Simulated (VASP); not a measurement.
# AlN (P6_3/mmc) in VASP: Born charges and dielectric tensor with LDA

Aim: the Born charges and dielectric tensor of AlN with LDA.

Program: VASP 6.6.1. These are calculated values, not measurements. Logs are shortened: lines on timing, memory, paths and dates and some standing lists are left out, and cuts for length are marked.

### 1 The crystal as given

The structure is hexagonal, space group P6_3/mmc (No. 194). Conventional cell: a = 3.279 Å, b = 3.279 Å, c = 4.102 Å, α = 90.00°, β = 90.00°, γ = 120.00°. Al (site symmetry -6m2) has 5 N at 1.89 to 2.05 Å as nearest neighbours. N (site symmetry -6m2) is surrounded by 5 Al at 1.89 to 2.05 Å.

Measurements of this composition are mostly on another form, of space group No. 186.

### 2 Born charges and dielectric tensor, LDA

INCAR reads:

```
PREC     = Accurate       # precision mode
ENCUT    = 600            # plane-wave cutoff, eV
EDIFF    = 1E-8           # SCF threshold, eV
ISMEAR   = 0              # smearing method
SIGMA    = 0.02           # smearing width, eV
LREAL    = F              # projectors in reciprocal space
LASPH    = T              # aspherical terms in the spheres
NELM     = 100            # most SCF steps
ALGO     = Fast           # electronic algorithm
ISIF     = 2              # what is computed and relaxed
LWAVE    = F              # write WAVECAR
LCHARG   = F              # write CHGCAR
GGA      = CA             # functional
LEPSILON = T              # dielectric tensor by DFPT
IBRION   = 8              # ionic algorithm
NSW      = 1              # ionic steps
```

KPOINTS reads:

```
regular mesh
0
Gamma
  9 9 6
```

POSCAR reads:

```
AlN
1.0
    3.2790000000      0.0000000000      0.0000000000
   -1.6395000000      2.8397000000      0.0000000000
    0.0000000000      0.0000000000      4.1017000000
Al N
2 2
Direct
    0.3333300000      0.6666700000      0.7500000000
    0.6666700000      0.3333300000      0.2500000000
    0.3333300000      0.6666700000      0.2500000000
    0.6666700000      0.3333300000      0.7500000000
```

Potentials or basis: VASP PAW LDA potentials, release 64 (Al, N).

The run is started by

```bash
$ cat potpaw_LDA.64/Al/POTCAR potpaw_LDA.64/N/POTCAR > POTCAR
$ mpirun -np 1 vasp_std > vasp.out
```

OUTCAR:

```text
PREC = Accurate
   ENCUT = 600
   EDIFF = 1E-8
   ISMEAR = 0
   LREAL = F
   LASPH = T
   NELM = 100
   ISIF = 2
   GGA = CA
   LEPSILON = T
   IBRION = 8
   NSW = 1

 ion  position               nearest neighbor table
   1  0.333  0.667  0.750-   4 1.89   4 1.89   4 1.89   3 2.05   3 2.05   2 2.79   2 2.79   2 2.79
                             2 2.79   2 2.79   2 2.79
   2  0.667  0.333  0.250-   3 1.89   3 1.89   3 1.89   4 2.05   4 2.05   1 2.79   1 2.79   1 2.79
                             1 2.79   1 2.79   1 2.79
   3  0.333  0.667  0.250-   2 1.89   2 1.89   2 1.89   1 2.05   1 2.05
   4  0.667  0.333  0.750-   1 1.89   1 1.89   1 1.89   2 2.05   2 2.05

  LATTYP: Found a hexagonal cell.
 ALAT       =     3.2790000000
 C/A-ratio  =     1.2508996645

  Lattice vectors:

 A1 = (   3.2790000000,   0.0000000000,   0.0000000000)
 A2 = (  -1.6395000000,   2.8397000000,   0.0000000000)
 A3 = (   0.0000000000,   0.0000000000,   4.1017000000)

Analysis of symmetry for initial positions (statically):
=====================================================================
 Subroutine PRICEL returns:
 Original cell was already a primitive cell.

 Routine SETGRP: Setting up the symmetry group for a
 hexagonal supercell.

 Subroutine GETGRP returns: Found  8 space group operations
 (whereof  4 operations were pure point group operations)
 out of a pool of 24 trial point group operations.

The static configuration has the point symmetry C_2h.
 The point group associated with its full space group is D_2h.

Analysis of symmetry for dynamics (positions and initial velocities):
=====================================================================
 Subroutine PRICEL returns:
 Original cell was already a primitive cell.

 Routine SETGRP: Setting up the symmetry group for a
 hexagonal supercell.

 Subroutine GETGRP returns: Found  8 space group operations
 (whereof  4 operations were pure point group operations)
 out of a pool of 24 trial point group operations.

The dynamic configuration has the point symmetry C_2h.
 The point group associated with its full space group is D_2h.

 Subroutine INISYM returns: Found  8 space group operations
 (whereof  4 operations are pure point group operations),
 and found     1 'primitive' translations

----------------------------------------------------------------------------------------

                                     Primitive cell

  volume of cell :      38.1925

  direct lattice vectors                    reciprocal lattice vectors
     3.279000000  0.000000000  0.000000000     0.304971028  0.176074937  0.000000000
    -1.639500000  2.839700000  0.000000000     0.000000000  0.352149875  0.000000000
     0.000000000  0.000000000  4.101700000     0.000000000  0.000000000  0.243801351

  length of vectors
     3.279000000  3.279002339  4.101700000     0.352150126  0.352149875  0.243801351

  position of ions in fractional coordinates (direct lattice)
     0.333330000  0.666670000  0.750000000
     0.666670000  0.333330000  0.250000000
     0.333330000  0.666670000  0.250000000
     0.666670000  0.333330000  0.750000000

  ion indices of the primitive-cell ions
   primitive index   ion index
                 1           1
[... 560 lines left out ...]

------------------------ aborting loop because EDIFF is reached ----------------------------------------

[... ionic steps 11 to 11 ...]

--------------------------------------- Ionic step       12  -------------------------------------------

 Free energy of the ion-electron system (eV)
  ---------------------------------------------------
  ---------------------------------------------------
  free energy    TOTEN  =        -0.24684274 eV

  energy without entropy =       -0.24684274

------------------------ aborting loop because EDIFF is reached ----------------------------------------

 INTERNAL STRAIN TENSOR  FOR ION    3  DIRECTION 3   (eV/Angst):
 -----------------------------------------------------------------------------
    -0.00167 -0.00480  0.00109
    -0.00480 -0.00722 -0.00063
     0.00110 -0.00064  0.01653

 MACROSCOPIC STATIC DIELECTRIC TENSOR (including local field effects in DFT)
 ------------------------------------------------------
           4.437397    -0.000028     0.000000
          -0.000028     4.437374     0.000000
          -0.000000    -0.000000     4.836553
 ------------------------------------------------------

 PIEZOELECTRIC TENSOR (including local field effects)  for field in x, y, z        (e  Angst)
          XX          YY          ZZ          XY          YZ          ZX
  --------------------------------------------------------------------------------
  x     0.00000     0.00000     0.00000     0.00000     0.00000     0.00000
  y     0.00000     0.00000     0.00000     0.00000     0.00000     0.00000
  z     0.00000     0.00000     0.00000     0.00000     0.00000     0.00000

 PIEZOELECTRIC TENSOR (including local field effects)  for field in x, y, z        (C/m^2)
          XX          YY          ZZ          XY          YZ          ZX
  --------------------------------------------------------------------------------
  x     0.00000     0.00000     0.00000     0.00000     0.00000     0.00000
  y     0.00000     0.00000     0.00000     0.00000     0.00000     0.00000
  z     0.00000     0.00000     0.00000     0.00000     0.00000     0.00000

 BORN EFFECTIVE CHARGES (including local field effects) (in |e|, cummulative output)
 ---------------------------------------------------------------------------------
 ion    1
    1     2.51494    -0.00000     0.00000
    2    -0.00000     2.51494     0.00000
    3     0.00000     0.00000     3.09623
 ion    2
    1     2.51494    -0.00000     0.00000
    2    -0.00000     2.51494     0.00000
    3     0.00000     0.00000     3.09623
 ion    3
    1    -2.51494     0.00000     0.00000
    2     0.00000    -2.51494     0.00000
    3     0.00000     0.00000    -3.09623
 ion    4
    1    -2.51494     0.00000     0.00000
    2     0.00000    -2.51494     0.00000
    3     0.00000     0.00000    -3.09623

 INTERNAL STRAIN TENSOR FOR ION    4 for displacements in x,y,z  (eV/Angst):
          X           Y           Z          XY          YZ          ZX
  --------------------------------------------------------------------------------
  x    -0.00043     0.00508    -0.00125    14.40697     0.00000     0.00000
  y    14.55952   -14.56224     0.00072    -0.27482     0.00000     0.00000
  z     0.00000    -0.00000     0.00000     0.00000     0.00064    -0.00109

 SECOND DERIVATIVES (NOT SYMMETRIZED)
 ------------------------------------
               1X          1Y          1Z          2X          2Y          2Z          3X          3Y          3Z          4X          4Y          4Z
  1X   -17.777430   -0.001983    0.000000    1.691777    0.000487    0.000000    2.427218   -0.000492    0.000000   13.658436    0.001988    0.000000
  1Y    -0.001983  -17.779754    0.000000    0.000487    1.692342    0.000000   -0.000492    2.426655    0.000000    0.001988   13.660757    0.000000
  1Z     0.000000    0.000000  -10.270452   -0.000000    0.000000    7.333927    0.000000    0.000000    0.932418    0.000000    0.000000    2.004106
  2X     1.691777    0.000487    0.000000  -17.777430   -0.001983    0.000000   13.658436    0.001988    0.000000    2.427218   -0.000492    0.000000
  2Y     0.000487    1.692342    0.000000   -0.001983  -17.779754    0.000000    0.001988   13.660757    0.000000   -0.000492    2.426655    0.000000
  2Z    -0.000000    0.000000    7.333927    0.000000    0.000000  -10.270452    0.000000    0.000000    2.004106    0.000000    0.000000    0.932418
  3X     2.426700    0.000087    0.000000   13.658394    0.003063    0.000000  -18.725350   -0.006253    0.000000    2.640256    0.003103    0.000000
  3Y     0.000087    2.426805    0.000000    0.003063   13.661957    0.000000   -0.006253  -18.732606    0.000000    0.003103    2.643844    0.000000
  3Z     0.000000    0.000000    0.903151   -0.000000    0.000000    2.035068    0.000000    0.000000  -13.733716    0.000000    0.000000   10.795496
  4X    13.658394    0.003063    0.000000    2.426700    0.000087    0.000000    2.640256    0.003103    0.000000  -18.725350   -0.006253    0.000000
  4Y     0.003063   13.661957    0.000000    0.000087    2.426805    0.000000    0.003103    2.643844    0.000000   -0.006253  -18.732606    0.000000
  4Z    -0.000000    0.000000    2.035068    0.000000    0.000000    0.903151    0.000000    0.000000   10.795496    0.000000    0.000000  -13.733716

 Eigenvectors and eigenvalues of the dynamical matrix
 ----------------------------------------------------

   1 f  =   21.142581 THz   132.842752 2PiTHz  705.240577 cm-1    87.438648 meV
             X         Y         Z           dx          dy          dz
     -0.000016  1.893143  3.076275     0.163354    0.283583   -0.000000
      1.639516  0.946557  1.025425    -0.163354   -0.283583    0.000000
     -0.000016  1.893143  1.025425     0.312871    0.543146    0.000000
      1.639516  0.946557  3.076275    -0.312871   -0.543146   -0.000000
[... 71 lines left out ...]
  12 f/i=    0.001208 THz     0.007588 2PiTHz    0.040281 cm-1     0.004994 meV
             X         Y         Z           dx          dy          dz
     -0.000016  1.893143  3.076275    -0.000000    0.000000   -0.573800
      1.639516  0.946557  1.025425    -0.000000    0.000000   -0.573800
     -0.000016  1.893143  1.025425    -0.000000    0.000000   -0.413224
      1.639516  0.946557  3.076275    -0.000000    0.000000   -0.413224

--------------------------------------------------------------------------------------------------------

 MACROSCOPIC STATIC DIELECTRIC TENSOR IONIC CONTRIBUTION
 ------------------------------------------------------
           3.725985    -0.000538    -0.000000
          -0.000538     3.725371    -0.000000
          -0.000000    -0.000000    30.926044
 ------------------------------------------------------

 ELASTIC MODULI CONTR FROM IONIC RELAXATION (kBar)
 Direction    XX          YY          ZZ          XY          YZ          ZX
 --------------------------------------------------------------------------------
 XX        -922.4953    922.6680     -0.0399     24.7484     -0.0000      0.0000
 YY         922.6680   -922.8409      0.0400    -25.0447      0.0000     -0.0000
 ZZ          -0.0399      0.0400     -0.0000      0.0692     -0.0000      0.0000
 XY          24.7484    -25.0447      0.0692   -896.9709      0.0000     -0.0000
 YZ          -0.0000      0.0000     -0.0000      0.0000     -0.0000      0.0000
 ZX           0.0000     -0.0000      0.0000     -0.0000      0.0000     -0.0000
 --------------------------------------------------------------------------------

 PIEZOELECTRIC TENSOR IONIC CONTR  for field in x, y, z        (C/m^2)
          XX          YY          ZZ          XY          YZ          ZX
  --------------------------------------------------------------------------------
  x    -0.00000     0.00000    -0.00000    -0.00000     0.00000    -0.00000
  y    -0.00000     0.00000    -0.00000     0.00000    -0.00000     0.00000
  z     0.00000    -0.00000    -0.00000     0.00000    -0.00000     0.00000
```

Run time: 8.7 min. Hardware: 1 thread of Intel Xeon Platinum 8488C (Sapphire Rapids), shared host; peak memory 0.47 GiB.

What came out:

| Quantity | Value |
| --- | --- |
| Band gap on the k mesh | 3.61 eV, direct |
| Electronic dielectric tensor (diagonal) | 4.44, 4.44, 4.84 |
| Born charges (mean of the diagonal) | Al +2.71; N -2.71 e |
| Highest phonon frequency at Γ, LO-TO splitting left out | 705 cm⁻¹ |

Levels at points of the mesh, in eV from the valence-band top:
```csv
k point,band 5,band 6,band 7,band 8,band 9,band 10,band 11,band 12
"(0.00, 0.00, 0.00)",-3.38,-1.62,-1.62,0.00,3.61,4.58,8.24,8.24
"(0.00, 0.00, 0.50)",-2.55,-2.55,-2.55,-2.55,5.86,5.86,8.40,8.40
```

Phonon frequencies in cm⁻¹ (negative: imaginary):
```tsv
q point	frequencies
(0.000, 0.000, 0.000)	0 0 0 294 338 338 420 689 689 691 705 705
```

Electronic dielectric tensor:
```
4.44 0.00 0.00
0.00 4.44 0.00
0.00 0.00 4.84
```

Born effective charge tensors (e):
atom 1, Al
```
2.51 0.00 0.00
0.00 2.51 0.00
0.00 0.00 3.10
```
atom 2, Al
```
2.51 0.00 0.00
0.00 2.51 0.00
0.00 0.00 3.10
```
atom 3, N
```
-2.51  0.00  0.00
 0.00 -2.51  0.00
 0.00  0.00 -3.10
```
atom 4, N
```
-2.51  0.00  0.00
 0.00 -2.51  0.00
 0.00  0.00 -3.10
```

Caveat: an odd mesh through Γ misses points on the zone boundary, where band edges often lie. A hybrid or GW would open this gap; LDA tends to underestimate it.
